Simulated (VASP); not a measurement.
A run of VASP 6.6.1 is set up as follows.

The input INCAR:

```
SYSTEM = AlN
PREC     = Accurate       ! precision mode
ENCUT    = 600            ! plane-wave cutoff, eV
EDIFF    = 1E-7           ! SCF threshold, eV
ISMEAR   = 0              ! smearing method
SIGMA    = 0.03           ! smearing width, eV
LREAL    = .False.        ! projectors in reciprocal space
LASPH    = .True.         ! aspherical terms in the spheres
NELM     = 80             ! most SCF steps
ALGO     = Normal         ! electronic algorithm
ISIF     = 3              ! what is computed and relaxed
LWAVE    = .False.        ! write WAVECAR
LCHARG   = .False.        ! write CHGCAR
GGA      = PE             ! functional
IBRION   = 2              ! ionic algorithm
NSW      = 90             ! ionic steps
EDIFFG   = -0.005         ! ionic threshold
PSTRESS  = 145.0
```

KPOINTS

```
regular mesh
0
Gamma
  12 12 12
  0 0 0
```

The input POSCAR:

```
AlN                                     
1.0
   -0.0000000000      1.9996834869      1.9996834869
    1.9996834869     -0.0000000000      1.9996834869
    1.9996834869      1.9996834869      0.0000000000
  Al              N             
     1     1
Direct
     0.5000000000000000    0.5000000000000000    0.5000000000000000
     0.0000000000000000    0.0000000000000000    0.0000000000000000
```

Potentials or basis: VASP PAW PBE potentials, release 64 (Al, N).

The run is started by

```console
$ cat potpaw_PBE.64/Al/POTCAR potpaw_PBE.64/N/POTCAR > POTCAR
$ mpirun -np 1 vasp_std > vasp.out
```

**Question.** What does it give for the relaxed volume?

**Answer.** 7.99 Å³/atom.

**Question.** Predict the space group after relaxing (to 0.05 Å).

**Answer.** Fm-3m (No. 225).

Step by step:
```csv
step,energy change (eV),largest force (eV/Å),pressure (GPa),volume (Å³)
1,0.0000,0.0000,14.35,15.99
2,0.0016,0.0000,14.69,15.97
3,0.0008,0.0000,14.51,15.98
```

Caveat: the cell is relaxed towards a set pressure, so the enthalpy falls and the energy may rise.
